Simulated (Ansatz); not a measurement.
Method: Ansatz 0.2.0, DFT PBE, scalar-relativistic, plane waves, PAW. All cells share a 420 eV cutoff and Γ-centred k meshes spaced at most about 0.3 Å⁻¹ (about 0.25 or finer for metals, 2π included). No spin polarisation.

Each guess is relaxed in cell and atoms at zero pressure, on a coarse mesh first where it starts far from rest and then on a converged one. The steps can't lower the symmetry of the start, but it can rise. Energies are static (0 K, no zero-point motion).

Two unrelaxed guesses for GaSb4:

A.

```yaml
crystal:
  lattice:
    - [-3.28592, 3.28592, 3.28592]
    - [3.28592, -3.28592, 3.28592]
    - [3.28592, 3.28592, -3.28592]
  atoms:
    - { symbol: Ga, position: [0.00000, 0.00000, 0.00000] }
    - { symbol: Sb, position: [0.00000, 0.00000, 0.50000] }
    - { symbol: Sb, position: [0.00000, 0.50000, 0.00000] }
    - { symbol: Sb, position: [0.50000, 0.00000, 0.00000] }
    - { symbol: Sb, position: [0.50000, 0.50000, 0.50000] }
```

B.

```yaml
crystal:
  lattice:
    - [-3.69145, 3.69145, 2.29188]
    - [3.69145, -3.69145, 2.29188]
    - [3.69145, 3.69145, -2.29188]
  atoms:
    - { symbol: Ga, position: [0.00000, 0.00000, 0.00000] }
    - { symbol: Sb, position: [0.60342, 0.20474, 0.80816] }
    - { symbol: Sb, position: [0.39658, 0.79526, 0.19184] }
    - { symbol: Sb, position: [0.20474, 0.39658, 0.60133] }
    - { symbol: Sb, position: [0.79526, 0.60342, 0.39867] }
```

Question: Where do they end, and which end is lower?

Answer: B ends lower, by 34 meV/atom. A: Im-3m at 28.4 Å³/atom → Im-3m at 29.8 Å³/atom; B: I4/m at 25.0 Å³/atom → I4/m at 26.1 Å³/atom. Counting Sb atoms around Ga (those within 1.25 times the shortest such distance or 1.15 times the sum of covalent radii, 1.27 where that leaves under three; a plus sign parts nearer from farther groups; the shortest distance is added where it exceeds 1.18 times the sum of covalent radii), the end of A has Ga 8 and the end of B has Ga 8+4 from 3.2 Å. End of A. Conventional cell: a = 6.677 Å. Ga has 8 Sb at 2.89 Å; around Sb lie 2 Ga at 2.89 Å and 6 Sb at 3.34 Å. End of B. Conventional cell: a = 8.268 Å, c = 3.816 Å. Ga is surrounded by 8 Sb at 3.22 Å, 4 Sb at 3.67 Å and 2 Ga at 3.82 Å; Sb has 6 Sb at 3.16–3.29 Å, 2 Ga at 3.22 Å, 5 Sb at 3.67–3.82 Å and 1 Ga at 3.67 Å.

Ends held by symmetry can be saddle points. Neither end is the lowest form computed: that has space group P4/mmm (No. 123) and lies 77 meV/atom below the better end. Even the lowest of the cells shown lies +0.20 eV/atom against the elements. Spin–orbit coupling, which can matter for Sb, is left out. Some structure types and database cells were kept out of the candidates from the start, so a known form may be missing.
